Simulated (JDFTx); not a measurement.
# CoO (Fm-3m) in JDFTx: equation of state

Aim: energy against volume of CoO in PBEsol, for its equilibrium volume and stiffness.

Program: JDFTx 1.7.0 (patched build). These are calculated values, not measurements. Logs are shortened: lines on timing, memory, paths and dates and some standing lists are left out, and cuts for length are marked. The log counts tension as positive stress, the text compression.

## Step 1: Starting point

It takes space group Fm-3m (No. 225, cubic). Conventional cell: a = 4.263 Å, b = 4.263 Å, c = 4.263 Å, α = 90.00°, β = 90.00°, γ = 90.00°. Around Co (site symmetry m-3m) lie 6 O at 2.13 Å. Around O (site symmetry m-3m) lie 6 Co at 2.13 Å.

## Step 2: Equation of state, PBEsol, collinear spin, ferromagnetic start, 9.10 Å³/atom (volume scaled by 0.94)

Contents of CoO.in:

```
lattice \
    0.0000000000     3.9457250760     3.9457250760 \
    3.9457250760     0.0000000000     3.9457250760 \
    3.9457250760     3.9457250760     0.0000000000
coords-type Lattice
ion Co     0.0000000000     0.0000000000     0.0000000000 1
ion O      0.5000000000     0.5000000000     0.5000000000 1

ion-species pseudo/Co.upf
ion-species pseudo/O.upf
elec-cutoff 48 384
elec-ex-corr gga-PBEsol
kpoint-folding 11 11 11
elec-smearing Fermi 0.0018374661
elec-n-bands 19
spintype z-spin
initial-magnetic-moments Co 2
elec-initial-magnetization 2 no
electronic-SCF nIterations 100 energyDiffThreshold 1e-09
electronic-minimize nIterations 30 energyDiffThreshold 1e-7
forces-output-coords Cartesian

dump-name run.$VAR
dump End Ecomponents EigStats BandEigs Kpoints Forces Stress
```

Potentials or basis: PseudoDojo-SR-PBEsol-0.4.1-standard with smoothed tails.

Command:

```sh
jdftx -c 1 -i CoO.in -o CoO.out
```

Output:

```text
*************** JDFTx 1.7.0 (patched build) ***************

Input parsed successfully to the following command list (including defaults):
[... the input with its defaults ...]

---------- Setting up symmetries ----------

Found 48 point-group symmetries of the bravais lattice
Found 48 space-group symmetries with basis
Applied RMS atom displacement 0 bohrs to make symmetries exact.

---------- Initializing the Grid ----------
R =
[            0      3.94573      3.94573  ]
[      3.94573            0      3.94573  ]
[      3.94573      3.94573            0  ]
unit cell volume = 122.86
G =
[  -0.796202   0.796202   0.796202  ]
[   0.796202  -0.796202   0.796202  ]
[   0.796202   0.796202  -0.796202  ]
Minimum fftbox size, Smin = [  52  52  52  ]
Chosen fftbox size, S = [  54  54  54  ]

---------- Initializing tighter grid for wavefunction operations ----------
R =
[            0      3.94573      3.94573  ]
[      3.94573            0      3.94573  ]
[      3.94573      3.94573            0  ]
unit cell volume = 122.86
G =
[  -0.796202   0.796202   0.796202  ]
[   0.796202  -0.796202   0.796202  ]
[   0.796202   0.796202  -0.796202  ]
Minimum fftbox size, Smin = [  36  36  36  ]
Chosen fftbox size, S = [  36  36  36  ]

---------- Exchange Correlation functional ----------
Initalized PBEsol GGA exchange.
Initalized PBEsol GGA correlation.

---------- Setting up pseudopotentials ----------
Width of ionic core gaussian charges (only for fluid interactions / plotting) set to 0

Reading pseudopotential file 'pseudo/Co.upf':
  'Co' pseudopotential, 'PBESOL' functional
  Generated using ONCVPSP code by D. R. Hamann
  17 valence electrons, 4 orbitals, 6 projectors, 1001 radial grid points, with lMax = 2
    3S    l: 0   occupation:  2.0   eigenvalue: -3.753490
    3P    l: 1   occupation:  6.0   eigenvalue: -2.407467
    3D    l: 2   occupation:  7.0   eigenvalue: -0.302441
    4S    l: 0   occupation:  2.0   eigenvalue: -0.201732
  Core radius for overlap checks: 1.60 bohrs.

Reading pseudopotential file 'pseudo/O.upf':
  'O' pseudopotential, 'PBESOL' functional
  Generated using ONCVPSP code by D. R. Hamann
  6 valence electrons, 2 orbitals, 5 projectors, 936 radial grid points, with lMax = 2
    2S    l: 0   occupation:  2.0   eigenvalue: -0.874950
    2P    l: 1   occupation:  4.0   eigenvalue: -0.329796
  Core radius for overlap checks: 1.39 bohrs.

Initialized 2 species with 2 total atoms.

Folded 1 k-points by 11x11x11 to 1331 k-points.

---------- Setting up k-points, bands, fillings ----------
Reduced to 56 k-points under symmetry.
Computing the number of bands and number of electrons
Calculating initial fillings.
nElectrons:  23.000000   nBands: 19   nStates: 112

----- Setting up reduced wavefunction bases (one per k-point) -----
average nbasis = 1951.380 , ideal nbasis = 1951.490

---------- Setting up ewald sum ----------
Optimum gaussian width for ewald sums = 1.792080 bohr.
Real space sum over 1331 unit cells with max indices [  5  5  5  ]
Reciprocal space sum over 2197 terms with max indices [  6  6  6  ]

---------- Allocating electronic variables ----------
Initializing wave functions:  linear combination of atomic orbitals
Note: number of bands (19) exceeds available atomic orbitals (14)
Co (M=2) pseudo-atom majority spin occupations:   s ( 1 0.5 )  p ( 3 )  d ( 5 )
Co (M=2) pseudo-atom minority spin occupations:   s ( 1 0 )  p ( 3 )  d ( 3.5 )
O pseudo-atom occupations:   s ( 2 )  p ( 4 )
	FillingsUpdate:  mu: +1.198943793  nElectrons: 23.000000  magneticMoment: [ Abs: 0.14730  Tot: +0.14643 ]
LCAOMinimize: Iter:   0  F: -149.7576996313608504  |grad|_K:  1.935e-02  alpha:  1.000e+00
	FillingsUpdate:  mu: +1.158443456  nElectrons: 23.000000  magneticMoment: [ Abs: 0.13329  Tot: +0.13329 ]
LCAOMinimize: Iter:   1  F: -155.0953631609643537  |grad|_K:  1.578e-02  alpha:  3.193e-01  linmin: -1.874e-01  cgtest:  5.163e-01
	FillingsUpdate:  mu: +0.612654816  nElectrons: 23.000000  magneticMoment: [ Abs: 2.01588  Tot: +2.01588 ]
[... 27 lines of inner loops ...]
LCAOMinimize: Iter:  12  F: -158.3367066581041058  |grad|_K:  5.440e-06  alpha:  2.761e-01  linmin: -9.021e-06  cgtest: -5.280e-04
	FillingsUpdate:  mu: +0.578798232  nElectrons: 23.000000  magneticMoment: [ Abs: 2.87179  Tot: +2.86246 ]
LCAOMinimize: Iter:  13  F: -158.3367071394068546  |grad|_K:  1.190e-06  alpha:  8.051e-01  linmin:  1.204e-03  cgtest: -4.938e-03
LCAOMinimize: Converged (|Delta F|<1.000000e-06 for 2 iters).

-------- Electronic minimization -----------
Will mix electronic density at each iteration.
	FillingsUpdate:  mu: +0.578798232  nElectrons: 23.000000  magneticMoment: [ Abs: 2.87179  Tot: +2.86246 ]
	FillingsUpdate:  mu: +0.576889725  nElectrons: 23.000000  magneticMoment: [ Abs: 2.87179  Tot: +2.86246 ]
SCF: Cycle:  0   F: -158.359941459598673   dF: -2.323e-02   |Residual|: 7.416e-02   |deigs|: 7.436e-02
	FillingsUpdate:  mu: +0.560796395  nElectrons: 23.000000  magneticMoment: [ Abs: 2.87489  Tot: +2.85992 ]
SCF: Cycle:  1   F: -158.362466207144308   dF: -2.525e-03   |Residual|: 1.896e-02   |deigs|: 1.650e-02
	FillingsUpdate:  mu: +0.562222000  nElectrons: 23.000000  magneticMoment: [ Abs: 2.85378  Tot: +2.83837 ]
SCF: Cycle:  2   F: -158.362568126508648   dF: -1.019e-04   |Residual|: 1.741e-02   |deigs|: 2.553e-03
	FillingsUpdate:  mu: +0.561537968  nElectrons: 23.000000  magneticMoment: [ Abs: 2.87518  Tot: +2.86027 ]
SCF: Cycle:  3   F: -158.362692294706648   dF: -1.242e-04   |Residual|: 5.233e-03   |deigs|: 1.084e-03
	FillingsUpdate:  mu: +0.561946869  nElectrons: 23.000000  magneticMoment: [ Abs: 2.88783  Tot: +2.87075 ]
SCF: Cycle:  4   F: -158.362697097280972   dF: -4.803e-06   |Residual|: 1.696e-03   |deigs|: 3.980e-04
	FillingsUpdate:  mu: +0.561948960  nElectrons: 23.000000  magneticMoment: [ Abs: 2.88848  Tot: +2.87137 ]
SCF: Cycle:  5   F: -158.362697099259037   dF: -1.978e-09   |Residual|: 1.001e-03   |deigs|: 1.358e-04
	FillingsUpdate:  mu: +0.561955991  nElectrons: 23.000000  magneticMoment: [ Abs: 2.88559  Tot: +2.86881 ]
SCF: Cycle:  6   F: -158.362697360597224   dF: -2.613e-07   |Residual|: 3.234e-04   |deigs|: 1.759e-03
	FillingsUpdate:  mu: +0.562004810  nElectrons: 23.000000  magneticMoment: [ Abs: 2.88499  Tot: +2.86819 ]
SCF: Cycle:  7   F: -158.362697386144163   dF: -2.555e-08   |Residual|: 1.148e-04   |deigs|: 7.734e-04
	FillingsUpdate:  mu: +0.561992061  nElectrons: 23.000000  magneticMoment: [ Abs: 2.88522  Tot: +2.86843 ]
SCF: Cycle:  8   F: -158.362697391458482   dF: -5.314e-09   |Residual|: 5.426e-05   |deigs|: 1.701e-04
	FillingsUpdate:  mu: +0.561989907  nElectrons: 23.000000  magneticMoment: [ Abs: 2.88514  Tot: +2.86836 ]
SCF: Cycle:  9   F: -158.362697391961973   dF: -5.035e-10   |Residual|: 1.666e-05   |deigs|: 8.917e-05
	FillingsUpdate:  mu: +0.561991706  nElectrons: 23.000000  magneticMoment: [ Abs: 2.88511  Tot: +2.86833 ]
SCF: Cycle: 10   F: -158.362697392083760   dF: -1.218e-10   |Residual|: 3.469e-06   |deigs|: 6.014e-05
SCF: Converged (|Delta E|<1.000000e-09 for 2 iters).

Setting wave functions to eigenvectors of Hamiltonian

# Stress tensor in Cartesian coordinates [Eh/a0^3]:
[  2.16601e-05            0            0  ]
[            0  2.16601e-05            0  ]
[            0            0  2.16601e-05  ]

# Ionic positions in lattice coordinates:
ion Co   0.000000000000000   0.000000000000000   0.000000000000000 1
ion O   0.500000000000000   0.500000000000000   0.500000000000000 1

# Forces in Cartesian coordinates:
force Co  -0.000000000000000  -0.000000000000000   0.000000000000000 1
force O  -0.000000000000000  -0.000000000000000   0.000000000000000 1

# Energy components:
   Eewald =     -108.4962617524653581
       EH =       44.2803607739894005
     Eloc =     -130.4710361368075837
      Enl =      -21.8379238358037142
      Exc =      -31.9704072475200221
 Exc_core =       10.9079079821543878
       KE =       79.2257966264656091
-------------------------------------
     Etot =     -158.3615635899872700
       TS =        0.0011338020964812
-------------------------------------
        F =     -158.3626973920837600

IonicMinimize: Iter:   0  F: -158.362697392083760  |grad|_K:       -nan
IonicMinimize: None of the convergence criteria satisfied after 0 iterations.

#--- Lowdin population analysis ---
# oxidation-state Co +1.087
# magnetic-moments Co +2.483
# oxidation-state O -0.961
# magnetic-moments O +0.392

Dumping 'run.eigStats' ...
	eMin: -2.981757 at state 0 ( [ +0.000000 +0.000000 +0.000000 ] spin 1 )
	HOMO: +0.561561 at state 83 ( [ +0.000000 +0.272727 -0.454545 ] spin -1 )
	mu  : +0.561992
	LUMO: +0.562071 at state 101 ( [ +0.090909 +0.272727 -0.181818 ] spin -1 )
	eMax: +1.643933 at state 86 ( [ +0.000000 +0.363636 +0.363636 ] spin -1 )
	HOMO-LUMO gap: +0.000510
	Optical gap  : +0.000676 at state 101 ( [ +0.090909 +0.272727 -0.181818 ] spin -1 )
Done!
```

It took 1.7 min on 1 thread of Intel Xeon 6975P-C (Granite Rapids), shared host; peak memory 0.22 GiB.

Results:

- Free energy: -4309.2685 eV
- Pressure: -0.6 GPa
- Band gap on the k mesh: none (metal or under the smearing width)
- Net moment: 2.87 μB per cell
- Absolute moment: 2.89 μB per cell
- Site moments: Co +2.48; O +0.39 μB
- Loewdin charges: Co +1.09; O -0.96 e

Caveat: a cell with one magnetic atom can't hold antiferromagnetic order, which such compounds often take; semilocal functionals often make such compounds metallic where correlation or magnetic order opens a gap, which also shifts bond lengths.

## Step 3: Equation of state, PBEsol, collinear spin, ferromagnetic start, 9.30 Å³/atom (volume scaled by 0.96)

Changes to CoO.in since step 2:

```diff
@@ -1,5 +1,5 @@
 lattice \
-    0.0000000000     3.9457250760     3.9457250760 \
-    3.9457250760     0.0000000000     3.9457250760 \
-    3.9457250760     3.9457250760     0.0000000000
+    0.0000000000     3.9735127879     3.9735127879 \
+    3.9735127879     0.0000000000     3.9735127879 \
+    3.9735127879     3.9735127879     0.0000000000
 coords-type Lattice
```

Potentials or basis: PseudoDojo-SR-PBEsol-0.4.1-standard with smoothed tails.

Command:

```sh
jdftx -c 1 -i CoO.in -o CoO.out
```

It took 1.9 min on 1 thread of Intel Xeon 6975P-C (Granite Rapids), shared host; peak memory 0.22 GiB.

The run converged. Its results:

```yaml
Free_energy: -4309.2626 eV
Pressure: -4.4 GPa
Band_gap_on_the_k_mesh: none (metal or under the smearing width)
Net_moment: 2.92 μB per cell
Absolute_moment: 2.94 μB per cell
Site_moments: Co +2.52; O +0.41 μB
Loewdin_charges: Co +1.09; O -0.97 e
```

Caveat: a cell with one magnetic atom can't hold antiferromagnetic order, which such compounds often take; semilocal functionals often make such compounds metallic where correlation or magnetic order opens a gap, which also shifts bond lengths.

## Step 4: Equation of state, PBEsol, collinear spin, ferromagnetic start, 9.49 Å³/atom (volume scaled by 0.98)

Changes to CoO.in since step 3:

```diff
@@ -1,5 +1,5 @@
 lattice \
-    0.0000000000     3.9735127879     3.9735127879 \
-    3.9735127879     0.0000000000     3.9735127879 \
-    3.9735127879     3.9735127879     0.0000000000
+    0.0000000000     4.0009171903     4.0009171903 \
+    4.0009171903     0.0000000000     4.0009171903 \
+    4.0009171903     4.0009171903     0.0000000000
 coords-type Lattice
```

Command:

```sh
jdftx -c 1 -i CoO.in -o CoO.out
```

Run time: 1.9 min. Hardware: 1 thread of Intel Xeon 6975P-C (Granite Rapids), shared host; peak memory 0.22 GiB.

The run converged. Its results:

```
Free energy            : -4309.2479 eV
Pressure               : -7.8 GPa
Band gap on the k mesh : none (metal or under the smearing width)
Net moment             : 2.96 μB per cell
Absolute moment        : 2.98 μB per cell
Site moments           : Co +2.56; O +0.41 μB
Loewdin charges        : Co +1.10; O -0.97 e
```

Caveat: a cell with one magnetic atom can't hold antiferromagnetic order, which such compounds often take; semilocal functionals often make such compounds metallic where correlation or magnetic order opens a gap, which also shifts bond lengths.

## Step 5: Equation of state, PBEsol, collinear spin, ferromagnetic start, 9.68 Å³/atom

Changes to CoO.in since step 4:

```diff
@@ -1,5 +1,5 @@
 lattice \
-    0.0000000000     4.0009171903     4.0009171903 \
-    4.0009171903     0.0000000000     4.0009171903 \
-    4.0009171903     4.0009171903     0.0000000000
+    0.0000000000     4.0279512346     4.0279512346 \
+    4.0279512346     0.0000000000     4.0279512346 \
+    4.0279512346     4.0279512346     0.0000000000
 coords-type Lattice
```

Command:

```sh
jdftx -c 1 -i CoO.in -o CoO.out
```

Wall time 1.9 min (1 thread of Intel Xeon 6975P-C (Granite Rapids), shared host); peak memory 0.23 GiB.

Results (log left out):

```
Free energy            : -4309.2251 eV
Pressure               : -11.1 GPa
Band gap on the k mesh : none (metal or under the smearing width)
Net moment             : 2.98 μB per cell
Absolute moment        : 3.00 μB per cell
Site moments           : Co +2.57; O +0.42 μB
Loewdin charges        : Co +1.10; O -0.98 e
```

Caveat: a cell with one magnetic atom can't hold antiferromagnetic order, which such compounds often take; semilocal functionals often make such compounds metallic where correlation or magnetic order opens a gap, which also shifts bond lengths.

## Step 6: Equation of state, PBEsol, collinear spin, ferromagnetic start, 9.88 Å³/atom (volume scaled by 1.02)

Changes to CoO.in since step 5:

```diff
@@ -1,5 +1,5 @@
 lattice \
-    0.0000000000     4.0279512346     4.0279512346 \
-    4.0279512346     0.0000000000     4.0279512346 \
-    4.0279512346     4.0279512346     0.0000000000
+    0.0000000000     4.0546271857     4.0546271857 \
+    4.0546271857     0.0000000000     4.0546271857 \
+    4.0546271857     4.0546271857     0.0000000000
 coords-type Lattice
```

Potentials or basis: PseudoDojo-SR-PBEsol-0.4.1-standard with smoothed tails.

Command:

```sh
jdftx -c 1 -i CoO.in -o CoO.out
```

Wall time 1.8 min (1 thread of Intel Xeon 6975P-C (Granite Rapids), shared host); peak memory 0.24 GiB.

It converged, with:

* Free energy: -4309.1947 eV
* Pressure: -14.1 GPa
* Band gap on the k mesh: none (metal or under the smearing width)
* Net moment: 2.99 μB per cell
* Absolute moment: 3.01 μB per cell
* Site moments: Co +2.58; O +0.42 μB
* Loewdin charges: Co +1.11; O -0.98 e

Caveat: a cell with one magnetic atom can't hold antiferromagnetic order, which such compounds often take; semilocal functionals often make such compounds metallic where correlation or magnetic order opens a gap, which also shifts bond lengths.

## Step 7: Equation of state, PBEsol, collinear spin, ferromagnetic start, 10.07 Å³/atom (volume scaled by 1.04)

Changes to CoO.in since step 6:

```diff
@@ -1,5 +1,5 @@
 lattice \
-    0.0000000000     4.0546271857     4.0546271857 \
-    4.0546271857     0.0000000000     4.0546271857 \
-    4.0546271857     4.0546271857     0.0000000000
+    0.0000000000     4.0809566714     4.0809566714 \
+    4.0809566714     0.0000000000     4.0809566714 \
+    4.0809566714     4.0809566714     0.0000000000
 coords-type Lattice
```

Command:

```sh
jdftx -c 1 -i CoO.in -o CoO.out
```

It took 1.9 min on 1 thread of Intel Xeon 6975P-C (Granite Rapids), shared host; peak memory 0.24 GiB.

The run converged. Its results:

- Free energy: -4309.1573 eV
- Pressure: -16.8 GPa
- Band gap on the k mesh: none (metal or under the smearing width)
- Net moment: 3.00 μB per cell
- Absolute moment: 3.02 μB per cell
- Site moments: Co +2.59; O +0.41 μB
- Loewdin charges: Co +1.11; O -0.98 e

Caveat: a cell with one magnetic atom can't hold antiferromagnetic order, which such compounds often take; semilocal functionals often make such compounds metallic where correlation or magnetic order opens a gap, which also shifts bond lengths.

## Step 8: Equation of state, PBEsol, collinear spin, ferromagnetic start, 10.27 Å³/atom (volume scaled by 1.06)

Changes to CoO.in since step 7:

```diff
@@ -1,5 +1,5 @@
 lattice \
-    0.0000000000     4.0809566714     4.0809566714 \
-    4.0809566714     0.0000000000     4.0809566714 \
-    4.0809566714     4.0809566714     0.0000000000
+    0.0000000000     4.1069507269     4.1069507269 \
+    4.1069507269     0.0000000000     4.1069507269 \
+    4.1069507269     4.1069507269     0.0000000000
 coords-type Lattice
```

Command:

```sh
jdftx -c 1 -i CoO.in -o CoO.out
```

It took 2.1 min on 1 thread of Intel Xeon 6975P-C (Granite Rapids), shared host; peak memory 0.24 GiB.

The run converged. Its results:

```
Free energy            : -4309.1137 eV
Pressure               : -19.3 GPa
Band gap on the k mesh : none (metal or under the smearing width)
Net moment             : 3.00 μB per cell
Absolute moment        : 3.02 μB per cell
Site moments           : Co +2.59; O +0.41 μB
Loewdin charges        : Co +1.11; O -0.98 e
```

Caveat: a cell with one magnetic atom can't hold antiferromagnetic order, which such compounds often take; semilocal functionals often make such compounds metallic where correlation or magnetic order opens a gap, which also shifts bond lengths.

## Step 9: Equation of state, PBEsol, collinear spin, ferromagnetic start

Potentials or basis: PseudoDojo-SR-PBEsol-0.4.1-standard with smoothed tails.

This step only gathers the single runs of the series.

Results:

```
Equilibrium volume : 9.08 Å³/atom (rough: see the caveat)
Bulk modulus       : 187 GPa (rough)
```

Energy against volume, from the lowest point:
```csv
volume (Å³/atom),energy (meV/atom)
9.103,0.00
9.297,2.98
9.490,10.31
9.684,21.72
9.878,36.92
10.071,55.60
10.265,77.39
```

Caveat: the minimum lies outside the volumes run; the fit is doubtful: noisy points or a state that changes with volume.
